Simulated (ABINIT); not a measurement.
# CdS (Hawleyite): changed settings of a GW run in ABINIT

Aim: change inputs of a GW run on CdS (Hawleyite) and see what moves.

Method: PBE and many-body steps on it, plane waves, in ABINIT 10.8.3.

**1. The structure**

The structure is cubic, space group F-43m (No. 216). Conventional cell: a = 5.916 Å, b = 5.916 Å, c = 5.916 Å, α = 90.00°, β = 90.00°, γ = 90.00°. Nearest to Cd lie 4 S at 2.56 Å. S has 4 Cd at 2.56 Å nearest. Farther neighbours and most contacts between anions are not listed.

 The runs that relaxed it are not among those shown.

**2. Screening, 4×4×4 mesh, 81 bands, screening to 136.1 eV**

This step: ABINIT 10.8.3; RPA screening on PBE, plane waves, norm-conserving pseudopotentials.

The RPA dielectric matrix is built and inverted for each q.

run.abi reads:

```
acell 3*1.0 Angstrom
rprim 
  -0.000000000000 2.958200000000 2.958200000000
  2.958200000000 -0.000000000000 2.958200000000
  2.958200000000 2.958200000000 -0.000000000000
ntypat 2
znucl 48 16
natom 2
typat 1 2
xred 
  0.000000000000 0.000000000000 0.000000000000
  0.250000000000 0.250000000000 0.250000000000
pp_dirpath "pseudos"
pseudos "Cd.upf, S.upf"
ecut 47
ngkpt 4 4 4
nshiftk 1
shiftk 0 0 0
kptopt 1
chksymbreak 0
istwfk *1
occopt 1
irdwfk 1
optdriver 3
nband 81
ecuteps 5
inclvkb 2
awtr 1
symchi 1
indata_prefix "in"
outdata_prefix "out"
tmpdata_prefix "tmp"
```

Started as:

```console
OMP_NUM_THREADS=1 mpirun -n 8 abinit run.abi > log
```

What it wrote:

```text
.Version 10.8.3 of ABINIT. v10.8.2 released Aug 2026.

 Symmetries : space group F-4 3 m (#216); Bravais cF (face-center cubic)
[... echo of the input left out ...]
== DATASET  1 ==================================================================
-   mpi_nproc: 8, omp_nthreads: 1 (-1 if OMP is not activated)

--- !DatasetInfo
iteration_state: {dtset: 1, }
dimensions: {natom: 2, nkpt: 8, mband: 81, nsppol: 1, nspinor: 1, nspden: 1, mpw: 5410, }
cutoff_energies: {ecut:  47.0, pawecutdg:  -1.0, }
electrons: {nelect:   2.60000000E+01, charge:   0.00000000E+00, occopt:   1.00000000E+00, tsmear:   1.00000000E-02, }

 SCREENING: Calculation of the susceptibility and dielectric matrices

 Based on a program developped by R.W. Godby, V. Olevano, G. Onida, and L. Reining.
 Incorporated in ABINIT by V. Olevano, G.-M. Rignanese, and M. Torrent.
.Using double precision arithmetic ; gwpc =  8

[... cell and pseudopotentials left out ...]
--------------------------------------------------------------------------------

 ==== K-mesh for the wavefunctions ====
 Number of points in the irreducible wedge :     8
[... list of points left out ...]
 Together with 24 symmetry operations and time-reversal symmetry
 yields    64 points in the full Brillouin Zone.

 ==== Q-mesh for the screening function ====
 Number of points in the irreducible wedge :     8
[... list of points left out ...]
 Together with 24 symmetry operations and time-reversal symmetry
 yields    64 points in the full Brillouin Zone.

 setmesh: FFT mesh size selected  =    32x   32x   32
          total number of points  =        32768

 vcoul_init : cutoff-mode = AUXILIARY_FUNCTION
 q-points for optical limit:   1
     1)      0.000010    0.000020    0.000030

- screening: taking advantage of time-reversal symmetry
- Maximum band index for partially occupied states nbvw = 13
- Remaining bands to be divided among processors   nbcw = 68
- Number of bands treated by each node ~8

 Number of electrons calculated from density =   26.0000; Expected =   26.0000
 average of density, n =  0.074416
 r_s =    1.4749
 omega_plasma =   26.3140 [eV]

 calculating chi0 at frequencies [eV] :
  1    0.000000E+00    0.000000E+00
  2    0.000000E+00    2.631405E+01

--------------------------------------------------------------------------------
  q-point number  1        q = ( 0.000000, 0.000000, 0.000000) [r.l.u.]
--------------------------------------------------------------------------------
[... chi0 elements left out ...]
 For q-point:  0.000010 0.000020 0.000030
  dielectric constant =  12.1239
  dielectric constant without local fields =  12.8485

  Average fulfillment of the sum rule on Im[epsilon] for q-point    1 :     53.85  [%]
[... wings left out ...]
  q-point number  2        q = ( 0.250000, 0.000000, 0.000000) [r.l.u.]
--------------------------------------------------------------------------------
[... chi0 elements left out ...]
  Average fulfillment of the sum rule on Im[epsilon] for q-point    2 :     67.92  [%]

 [... 6 further q-points ...]
```

The job ended after 6.9 s (8 MPI ranks of AMD EPYC 9R45, shared host; peak memory 1.6 GiB).

Numbers from this step:

```yaml
eps_infinity_with_local_fields_on_this_mesh_along_the_program_s_q_direction: 12.12
the_same_without_local_fields: 12.85
plasma_frequency: 26.31 eV
plane_waves_in_the_screening_matrix: 169
```

Local fields lower ε∞ by 6 %. On a Γ-centred mesh this coarse the value itself is usually too large, while a short band sum pulls it down.

**3. Base**

The self-energy is evaluated for the states that the input lists, and the levels follow from it, in one-shot runs by the linearised quasiparticle equation.

This step: G0W0 on PBE, plane waves, norm-conserving pseudopotentials.

run.abi: that of step 2 with these lines changed.

```diff
@@ -23,8 +23,15 @@
 irdwfk 1
-optdriver 3
+optdriver 4
 nband 81
+gwcalctyp 0
+ecutsigx 47
+symsigma 1
+nkptgw 1
+kptgw 
+  0.0000000000 0.0000000000 0.0000000000
+bdgw 
+  11 17
 ecuteps 5
-inclvkb 2
-awtr 1
-symchi 1
+irdscr 1
+ppmodel 1
 indata_prefix "in"
```

What it wrote:

```text
.Version 10.8.3 of ABINIT. v10.8.2 released Aug 2026.

 Symmetries : space group F-4 3 m (#216); Bravais cF (face-center cubic)
[... echo of the input left out ...]
== DATASET  1 ==================================================================
-   mpi_nproc: 8, omp_nthreads: 1 (-1 if OMP is not activated)

--- !DatasetInfo
iteration_state: {dtset: 1, }
dimensions: {natom: 2, nkpt: 8, mband: 81, nsppol: 1, nspinor: 1, nspden: 1, mpw: 5410, }
cutoff_energies: {ecut:  47.0, pawecutdg:  -1.0, }
electrons: {nelect:   2.60000000E+01, charge:   0.00000000E+00, occopt:   1.00000000E+00, tsmear:   1.00000000E-02, }

 SIGMA: Calculation of the GW corrections

 Based on a program developped by R.W. Godby, V. Olevano, G. Onida, and L. Reining.
 Incorporated in ABINIT by V. Olevano, G.-M. Rignanese, and M. Torrent.
.Using double precision arithmetic ; gwpc =  8

[... cell and pseudopotentials left out ...]
--------------------------------------------------------------------------------

 ==== K-mesh for the wavefunctions ====
 Number of points in the irreducible wedge :     8
[... list of points left out ...]
 Together with 24 symmetry operations and time-reversal symmetry
 yields    64 points in the full Brillouin Zone.

 ==== Q-mesh for screening function ====
 Number of points in the irreducible wedge :     8
[... list of points left out ...]
 Together with 24 symmetry operations and time-reversal symmetry
 yields    64 points in the full Brillouin Zone.

 vcoul_init : cutoff-mode = AUXILIARY_FUNCTION
 q-points for optical limit:   1
     1)      0.000010    0.000020    0.000030
 setmesh: FFT mesh size selected  =    50x   50x   50
          total number of points  =       125000

 Number of electrons calculated from density =   26.0000; Expected =   26.0000
 average of density, n =  0.074416
 r_s =    1.4749
 omega_plasma =   26.3140 [eV]

 === KS Band Gaps ===
  >>>> For spin  1
   Minimum direct gap =   1.0517 [eV], located at k-point      :   0.0000  0.0000  0.0000
   Fundamental gap    =   1.0517 [eV], Top of valence bands at :   0.0000  0.0000  0.0000
                                       Bottom of conduction at :   0.0000  0.0000  0.0000
 SIGMA fundamental parameters:
 PLASMON POLE MODEL  1
 number of plane-waves for SigmaX                 5329
 number of plane-waves for SigmaC and W            169
 number of plane-waves for wavefunctions          5329
 number of bands                                    81
 number of independent spin polarizations            1
 number of spinorial components                      1
 number of k-points in IBZ                           8
 number of q-points in IBZ                           8
 number of symmetry operations                      24
 number of k-points in BZ                           64
 number of q-points in BZ                           64
 number of frequencies for dSigma/dE                 9
 frequency step for dSigma/dE [eV]                0.25
 number of omega for Sigma on real axis              0
 max omega for Sigma on real axis  [eV]           0.00
 zcut for avoiding poles [eV]                     0.10

 EPSILON^-1 parameters (SCR file):
 dimension of the eps^-1 matrix on file            169
 dimension of the eps^-1 matrix used               169
 number of plane-waves for wavefunctions          5329
 number of bands                                    81
 number of q-points in IBZ                           8
 number of frequencies                               2
 number of real frequencies                          1
 number of imag frequencies                          1

 matrix elements of self-energy operator (all in [eV])

 Perturbative Calculation

--- !SelfEnergy_ee
iteration_state: {dtset: 1, }
kpoint     : [   0.000,    0.000,    0.000, ]
spin       : 1
KS_gap     :    1.052
QP_gap     :    1.917
Delta_QP_KS:    0.865
data: !SigmaeeData |
     Band     E0 <VxcDFT>   SigX SigC(E0)      Z dSigC/dE  Sig(E)    E-E0       E
       11   3.886 -15.122 -18.135   2.291   0.778  -0.285 -15.684  -0.562   3.324
       12   3.886 -15.122 -18.135   2.291   0.778  -0.285 -15.684  -0.562   3.324
       13   3.886 -15.122 -18.135   2.291   0.778  -0.285 -15.684  -0.562   3.324
       14   4.937 -10.572  -6.678  -3.520   0.810  -0.234 -10.269   0.303   5.241
       15  10.422 -10.464  -5.655  -4.156   0.807  -0.240  -9.937   0.527  10.949
       16  10.422 -10.464  -5.655  -4.156   0.807  -0.240  -9.937   0.527  10.949
       17  10.422 -10.464  -5.655  -4.156   0.807  -0.240  -9.937   0.527  10.949

== END DATASET(S) ==============================================================
================================================================================

 -outvars: echo values of variables after computation  --------
           etotal      0.0000000000E+00
            nband          81
             nkpt           8
          spgroup         216
 [... the other variables as echoed above ...]

 Calculation completed.
```

The job ended after 2.8 s (8 MPI ranks; peak memory 0.21 GiB).

This step gave:

```
G0W0 gap on the points computed              : 1.917 eV
starting gap on the mesh                     : 1.051 eV
k of the valence top                         : 0, 0, 0
k of the conduction bottom                   : 0, 0, 0
Z at the valence top                         : 0.778
Z at the conduction bottom                   : 0.81
least direct G0W0 gap on the computed points : 1.917 eV
```

The gap on the mesh goes from 1.05 eV to 1.92 eV, a correction of +0.87 eV.

**4. Scissors in G**

run.abi: that of step 3 with these lines changed.

```diff
@@ -36,2 +36,3 @@
 ppmodel 1
+mbpt_sciss 0.5 eV
 indata_prefix "in"
```

What it wrote:

```text
.Version 10.8.3 of ABINIT. v10.8.2 released Aug 2026.

 Symmetries : space group F-4 3 m (#216); Bravais cF (face-center cubic)
[... echo of the input left out ...]
== DATASET  1 ==================================================================
-   mpi_nproc: 8, omp_nthreads: 1 (-1 if OMP is not activated)

--- !DatasetInfo
iteration_state: {dtset: 1, }
dimensions: {natom: 2, nkpt: 8, mband: 81, nsppol: 1, nspinor: 1, nspden: 1, mpw: 5410, }
cutoff_energies: {ecut:  47.0, pawecutdg:  -1.0, }
electrons: {nelect:   2.60000000E+01, charge:   0.00000000E+00, occopt:   1.00000000E+00, tsmear:   1.00000000E-02, }

 SIGMA: Calculation of the GW corrections

 Based on a program developped by R.W. Godby, V. Olevano, G. Onida, and L. Reining.
 Incorporated in ABINIT by V. Olevano, G.-M. Rignanese, and M. Torrent.
.Using double precision arithmetic ; gwpc =  8

[... cell and pseudopotentials left out ...]
--------------------------------------------------------------------------------

 ==== K-mesh for the wavefunctions ====
 Number of points in the irreducible wedge :     8
[... list of points left out ...]
 Together with 24 symmetry operations and time-reversal symmetry
 yields    64 points in the full Brillouin Zone.

 ==== Q-mesh for screening function ====
 Number of points in the irreducible wedge :     8
[... list of points left out ...]
 Together with 24 symmetry operations and time-reversal symmetry
 yields    64 points in the full Brillouin Zone.

 vcoul_init : cutoff-mode = AUXILIARY_FUNCTION
 q-points for optical limit:   1
     1)      0.000010    0.000020    0.000030
 setmesh: FFT mesh size selected  =    50x   50x   50
          total number of points  =       125000

 Number of electrons calculated from density =   26.0000; Expected =   26.0000
[...]
number of frequencies for dSigma/dE                 9
 frequency step for dSigma/dE [eV]                0.25
 number of omega for Sigma on real axis              0
 max omega for Sigma on real axis  [eV]           0.00
 zcut for avoiding poles [eV]                     0.10
 scissor energy [eV]                              0.50

 EPSILON^-1 parameters (SCR file):
 dimension of the eps^-1 matrix on file            169
 dimension of the eps^-1 matrix used               169
 number of plane-waves for wavefunctions          5329
 number of bands                                    81
 number of q-points in IBZ                           8
 number of frequencies                               2
 number of real frequencies                          1
 number of imag frequencies                          1

 matrix elements of self-energy operator (all in [eV])

 Perturbative Calculation

--- !SelfEnergy_ee
iteration_state: {dtset: 1, }
kpoint     : [   0.000,    0.000,    0.000, ]
spin       : 1
KS_gap     :    1.052
QP_gap     :    1.970
Delta_QP_KS:    0.918
data: !SigmaeeData |
     Band     E0 <VxcDFT>   SigX SigC(E0)      Z dSigC/dE  Sig(E)    E-E0       E
       11   3.886 -15.122 -18.135   2.324   0.779  -0.284 -15.659  -0.537   3.348
       12   3.886 -15.122 -18.135   2.324   0.779  -0.284 -15.659  -0.537   3.348
       13   3.886 -15.122 -18.135   2.324   0.779  -0.284 -15.659  -0.537   3.348
       14   4.937 -10.572  -6.678  -3.541   0.811  -0.233 -10.191   0.381   5.318
       15  10.422 -10.464  -5.655  -4.168   0.807  -0.239  -9.850   0.613  11.035
       16  10.422 -10.464  -5.655  -4.168   0.807  -0.239  -9.850   0.613  11.035
       17  10.422 -10.464  -5.655  -4.168   0.807  -0.239  -9.850   0.613  11.035

== END DATASET(S) ==============================================================
================================================================================

 -outvars: echo values of variables after computation  --------
           etotal      0.0000000000E+00
            nband          81
             nkpt           8
          spgroup         216
 [... the other variables as echoed above ...]

 Calculation completed.
```

Elapsed: 2.8 s, on 8 MPI ranks; peak memory 0.21 GiB.

Numbers from this step:

```
G0W0 gap on the points computed              : 1.970 eV
starting gap on the mesh                     : 1.051 eV
k of the valence top                         : 0, 0, 0
k of the conduction bottom                   : 0, 0, 0
Z at the valence top                         : 0.779
Z at the conduction bottom                   : 0.811
least direct G0W0 gap on the computed points : 1.970 eV
```

**5. No symmetry in the self-energy**

run.abi: that of step 4 with these lines changed.

```diff
@@ -27,3 +27,3 @@
 ecutsigx 47
-symsigma 1
+symsigma 0
 nkptgw 1
@@ -36,3 +36,2 @@
 ppmodel 1
-mbpt_sciss 0.5 eV
 indata_prefix "in"
```

What it wrote:

```text
.Version 10.8.3 of ABINIT. v10.8.2 released Aug 2026.

 Symmetries : space group F-4 3 m (#216); Bravais cF (face-center cubic)
[... echo of the input left out ...]
== DATASET  1 ==================================================================
-   mpi_nproc: 8, omp_nthreads: 1 (-1 if OMP is not activated)

--- !DatasetInfo
iteration_state: {dtset: 1, }
dimensions: {natom: 2, nkpt: 8, mband: 81, nsppol: 1, nspinor: 1, nspden: 1, mpw: 5410, }
cutoff_energies: {ecut:  47.0, pawecutdg:  -1.0, }
[...]
15  10.422 -10.464  -5.655  -4.156   0.807  -0.240  -9.937   0.527  10.949
       16  10.422 -10.464  -5.655  -4.156   0.807  -0.240  -9.937   0.527  10.949
       17  10.422 -10.464  -5.655  -4.156   0.807  -0.240  -9.937   0.527  10.949

== END DATASET(S) ==============================================================
================================================================================

 -outvars: echo values of variables after computation  --------
           etotal      0.0000000000E+00
            nband          81
             nkpt           8
          spgroup         216
 [... the other variables as echoed above ...]

 Calculation completed.
```

Wall time 7.6 s (8 MPI ranks); peak memory 1.2 GiB.

Numbers from this step:

```yaml
g0w0_gap_on_the_points_computed: 1.917 eV
starting_gap_on_the_mesh: 1.051 eV
k_of_the_valence_top: 0, 0, 0
k_of_the_conduction_bottom: 0, 0, 0
least_direct_g0w0_gap_on_the_computed_points: 1.917 eV
```

Against G0W0 in ABINIT (4×4×4 mesh, 81 bands, screening to 136.1 eV, Godby-Needs plasmon pole), the gap moves by +0.000 eV.

**6. Exchange cutoff**

run.abi: that of step 5 with these lines changed.

```diff
@@ -26,4 +26,4 @@
 gwcalctyp 0
-ecutsigx 47
-symsigma 0
+ecutsigx 14.1
+symsigma 1
 nkptgw 1
```

What it wrote:

```text
.Version 10.8.3 of ABINIT. v10.8.2 released Aug 2026.

 Symmetries : space group F-4 3 m (#216); Bravais cF (face-center cubic)
[... echo of the input left out ...]
== DATASET  1 ==================================================================
-   mpi_nproc: 8, omp_nthreads: 1 (-1 if OMP is not activated)

--- !DatasetInfo
iteration_state: {dtset: 1, }
dimensions: {natom: 2, nkpt: 8, mband: 81, nsppol: 1, nspinor: 1, nspden: 1, mpw: 5410, }
cutoff_energies: {ecut:  47.0, pawecutdg:  -1.0, }
electrons: {nelect:   2.60000000E+01, charge:   0.00000000E+00, occopt:   1.00000000E+00, tsmear:   1.00000000E-02, }

 SIGMA: Calculation of the GW corrections

 Based on a program developped by R.W. Godby, V. Olevano, G. Onida, and L. Reining.
 Incorporated in ABINIT by V. Olevano, G.-M. Rignanese, and M. Torrent.
.Using double precision arithmetic ; gwpc =  8

[... cell and pseudopotentials left out ...]
--------------------------------------------------------------------------------

 ==== K-mesh for the wavefunctions ====
 Number of points in the irreducible wedge :     8
[... list of points left out ...]
 Together with 24 symmetry operations and time-reversal symmetry
 yields    64 points in the full Brillouin Zone.

 ==== Q-mesh for screening function ====
 Number of points in the irreducible wedge :     8
[... list of points left out ...]
 Together with 24 symmetry operations and time-reversal symmetry
 yields    64 points in the full Brillouin Zone.

 vcoul_init : cutoff-mode = AUXILIARY_FUNCTION
 q-points for optical limit:   1
     1)      0.000010    0.000020    0.000030
 setmesh: FFT mesh size selected  =    40x   40x   40
          total number of points  =        64000

 Number of electrons calculated from density =   26.0000; Expected =   26.0000
[...]
number of q-points in BZ                           64
 number of frequencies for dSigma/dE                 9
 frequency step for dSigma/dE [eV]                0.25
 number of omega for Sigma on real axis              0
 max omega for Sigma on real axis  [eV]           0.00
 zcut for avoiding poles [eV]                     0.10

 EPSILON^-1 parameters (SCR file):
 dimension of the eps^-1 matrix on file            169
 dimension of the eps^-1 matrix used               169
 number of plane-waves for wavefunctions          5329
 number of bands                                    81
 number of q-points in IBZ                           8
 number of frequencies                               2
 number of real frequencies                          1
 number of imag frequencies                          1

 matrix elements of self-energy operator (all in [eV])

 Perturbative Calculation

--- !SelfEnergy_ee
iteration_state: {dtset: 1, }
kpoint     : [   0.000,    0.000,    0.000, ]
spin       : 1
KS_gap     :    1.052
QP_gap     :    1.832
Delta_QP_KS:    0.780
data: !SigmaeeData |
     Band     E0 <VxcDFT>   SigX SigC(E0)      Z dSigC/dE  Sig(E)    E-E0       E
       11   3.886 -15.122 -17.959   2.291   0.778  -0.285 -15.546  -0.425   3.461
       12   3.886 -15.122 -17.959   2.291   0.778  -0.285 -15.546  -0.425   3.461
       13   3.886 -15.122 -17.959   2.291   0.778  -0.285 -15.546  -0.425   3.461
       14   4.937 -10.572  -6.614  -3.520   0.810  -0.234 -10.217   0.356   5.293
       15  10.422 -10.464  -5.559  -4.156   0.807  -0.240  -9.859   0.605  11.026
       16  10.422 -10.464  -5.559  -4.156   0.807  -0.240  -9.859   0.605  11.026
       17  10.422 -10.464  -5.559  -4.156   0.807  -0.240  -9.859   0.604  11.026

== END DATASET(S) ==============================================================
================================================================================

 -outvars: echo values of variables after computation  --------
           etotal      0.0000000000E+00
            nband          81
             nkpt           8
          spgroup         216
 [... the other variables as echoed above ...]

 Calculation completed.
```

Elapsed: 2.7 s, on 8 MPI ranks; peak memory 0.17 GiB.

Numbers from this step:

```yaml
g0w0_gap_on_the_points_computed: 1.832 eV
starting_gap_on_the_mesh: 1.051 eV
k_of_the_valence_top: 0, 0, 0
k_of_the_conduction_bottom: 0, 0, 0
z_at_the_valence_top: 0.778
z_at_the_conduction_bottom: 0.81
least_direct_g0w0_gap_on_the_computed_points: 1.832 eV
```

[end of part 1 of 2]

[Paths, hosts, dates, memory and timing lines, banners, echoed tables and standing remarks are left out of the program output.]

[Logs are printed without paths, hosts, clocks, repeated set-up lines and the standing remarks that a program may print on its own settings, such as how far it seeks lower states.]

[Runs of the session that timed out or met a known fault of the program may be left out.]

[Hosts, paths, dates, database ids (printed as entryN), source tags and the programs' standing remarks are cut or masked in the printed files.]

[G0W0 gaps are taken among the corrected bands and points alone; a level outside them can change the order at an edge.]

[Where Ansatz stands beside ABINIT at settings called matched, ABINIT's density can come from a denser mesh and the files from another edition; pairs whose starting gaps differed by over 0.03 eV were left out, so agreement reads better than it is.]
